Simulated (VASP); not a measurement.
# GaN (Fm-3m) in VASP: a run that goes wrong, beside a sound one

Two runs on GaN: the first has a flaw, the second is sound.

Program: VASP 6.6.1. These are calculated values, not measurements. Logs are shortened: lines on timing, memory, paths and dates and some standing lists are left out, and cuts for length are marked.

## 1. The structure

It takes space group Fm-3m (No. 225, cubic). Conventional cell: a = 4.270 Å, b = 4.270 Å, c = 4.270 Å, α = 90.00°, β = 90.00°, γ = 90.00°. Ga (site symmetry m-3m) has 6 N at 2.14 Å as nearest neighbours. Around N (site symmetry m-3m) lie 6 Ga at 2.14 Å.

Measurements of this composition are mostly on another form, of space group No. 186.

## 2. A run with an altered input

File INCAR:

```
AGGAC = 1.0 ; AGGAX = 1.0
ALDAC = 0.0 ; ALDAX = 1.0
ALGO = Damped ; EDIFF = 1E-7
EDIFFG = -0.01 ; ENCUT = 600
GGA = B5 ; IBRION = 2
ISIF = 3 ; ISMEAR = -1
LASPH = True ; LCHARG = False
LREAL = False ; LWAVE = False
NELM = 67 ; NSW = 30
PREC = Accurate ; SIGMA = 0.05
TIME = 4.0
```

File KPOINTS:

```
k-points
0
Gamma
  11 11 11
```

File POSCAR:

```
GaN
1.0
    0.0000000000      2.1352350000      2.1352350000
    2.1352350000      0.0000000000      2.1352350000
    2.1352350000      2.1352350000      0.0000000000
Ga N
1 1
Direct
    0.0000000000      0.0000000000      0.0000000000
    0.5000000000      0.5000000000      0.5000000000
```

Potentials or basis: VASP PAW PBE potentials, release 64 (Ga_d, N).

Command:

```sh
> cat potpaw_PBE.64/Ga_d/POTCAR potpaw_PBE.64/N/POTCAR > POTCAR
> mpirun -np 1 vasp_std > vasp.out
```

OUTCAR:

```text
EDIFF = 1E-7
   EDIFFG = -0.01
   ENCUT = 600
   GGA = B5
   IBRION = 2
   ISIF = 3
   ISMEAR = -1
   LASPH = True
   LREAL = False
   NELM = 67
[... 139 lines left out ...]
   LASPH  =      T    aspherical Exc in radial PAW
   ENCUT  =  600.0 eV  44.10 Ry    6.64 a.u.   6.03  6.03  6.03*2*pi/ulx,y,z
   NELM   =     67;   NELMIN=  2; NELMDL= -5     # of ELM steps
   EDIFF  = 0.1E-06   stopping-criterion for ELM
   LREAL  =      F    real-space projection
   EDIFFG = -.1E-01   stopping-criterion for IOM
   NSW    =     30    number of steps for IOM
   IBRION =      2    ionic relax: 0-MD 1-quasi-New 2-CG
   NFREE  =      1    steps in history (QN), initial steepest desc. (CG)
   ISIF   =      3    stress and relaxation
[... 432 lines left out ...]

 [... further k-points ...]

------------------------ aborting loop EDIFF was not reached (unconverged)  ----------------------------

  FORCE on cell =-STRESS in cart. coord.  units (eV):
  Direction    XX          YY          ZZ          XY          YZ          ZX
  --------------------------------------------------------------------------------------
[... 13 lines left out ...]

 POSITION                                       TOTAL-FORCE (eV/Angst)
 -----------------------------------------------------------------------------------
      0.00000      0.00000      0.00000        -0.000000     -0.000000     -0.000000
      2.13524      2.13524      2.13524         0.000000      0.000000      0.000000
 -----------------------------------------------------------------------------------
    total drift:                                0.000000     -0.000000     -0.000000

  FREE ENERGIE OF THE ION-ELECTRON SYSTEM (eV)
  ---------------------------------------------------
  free  energy   TOTEN  =       367.6599214803 eV

  energy  without entropy=      367.6607339056  energy(sigma->0) =      367.66032769
```

On the terminal:

```text
POSCAR found type information on POSCAR GaN
 POSCAR found :  2 types and       2 ions
[... 56 lines left out ...]

1
```

Run time: 47 s. Hardware: 1 thread of Intel Xeon 6975P-C (Granite Rapids), shared host.

The run ended with an error. The input was made wrong on purpose: damping step far too long (ALGO = Damped; TIME = 4).

## 3. Relaxation of cell and atoms, BLYP

File INCAR:

```
PREC     = Accurate       # precision mode
ENCUT    = 600            # plane-wave cutoff, eV
EDIFF    = 1E-7           # SCF threshold, eV
ISMEAR   = -1             # smearing method
SIGMA    = 0.05           # smearing width, eV
LREAL    = F              # projectors in reciprocal space
LASPH    = T              # aspherical terms in the spheres
NELM     = 60             # most SCF steps
ALGO     = Fast           # electronic algorithm
ISIF     = 3              # what is computed and relaxed
LWAVE    = F              # write WAVECAR
LCHARG   = F              # write CHGCAR
GGA      = B5             # functional
ALDAX    = 1.0          
AGGAX    = 1.0          
AGGAC    = 1.0          
ALDAC    = 0.0          
IBRION   = 2              # ionic algorithm
NSW      = 40             # ionic steps
EDIFFG   = -0.01          # ionic threshold
```

File KPOINTS:

```
regular mesh
0
Gamma
  11 11 11
```

POSCAR is that of step 2.

Potentials or basis: VASP PAW PBE potentials, release 64 (Ga_d, N).

Command:

```sh
> cat potpaw_PBE.64/Ga_d/POTCAR potpaw_PBE.64/N/POTCAR > POTCAR
> mpirun -np 1 vasp_std > vasp.out
```

Wall time 33 s (1 thread of Intel Xeon 6975P-C (Granite Rapids), shared host); peak memory 0.15 GiB.

Results (log left out):

* Free energy: -9.8551 eV
* Relaxed volume: 10.17 Å³/atom
* Relaxed cell: a = 3.064 Å, b = 3.064 Å, c = 3.064 Å, α = 60.00°, β = 60.00°, γ = 60.00°
* Space group after relaxing (to 0.05 Å): Fm-3m (No. 225)
* Energy gained by relaxing: 11.1 meV/atom
* Ionic steps: 3
* Pressure after relaxing: 0.0 GPa
* Band gap on the k mesh: 0.19 eV, indirect (least direct gap 1.92 eV)

Step by step:
```csv
step,energy change (eV),largest force (eV/Å),pressure (GPa),volume (Å³)
1,0.0000,0.0000,8.65,19.47
2,-0.0112,0.0000,-5.13,20.99
3,-0.0221,0.0000,-0.04,20.33
```

Final structure:
```cif
data_structure
_symmetry_space_group_name_H-M 'P 1'
_symmetry_Int_Tables_number 1
_cell_length_a 3.0636
_cell_length_b 3.0636
_cell_length_c 3.0636
_cell_angle_alpha 60.000
_cell_angle_beta 60.000
_cell_angle_gamma 60.000
_cell_volume 20.33
loop_
_atom_site_label
_atom_site_type_symbol
_atom_site_fract_x
_atom_site_fract_y
_atom_site_fract_z
_atom_site_occupancy
Ga1 Ga 0.00000 0.00000 0.00000 1
N1 N 0.50000 0.50000 0.50000 1
```

Levels at points of the mesh, in eV from the valence-band top:
| k point | band 7 | band 8 | band 9 | band 10 | band 11 | band 12 |
| --- | --- | --- | --- | --- | --- | --- |
| (0.00, 0.00, 0.00) | -0.46 | -0.46 | -0.46 | 1.46 | 14.64 | 14.64 |

Caveat: the PAW data sets were made with another functional, which shifts forces and pressure a little; an odd mesh through Γ misses points on the zone boundary, where band edges often lie.
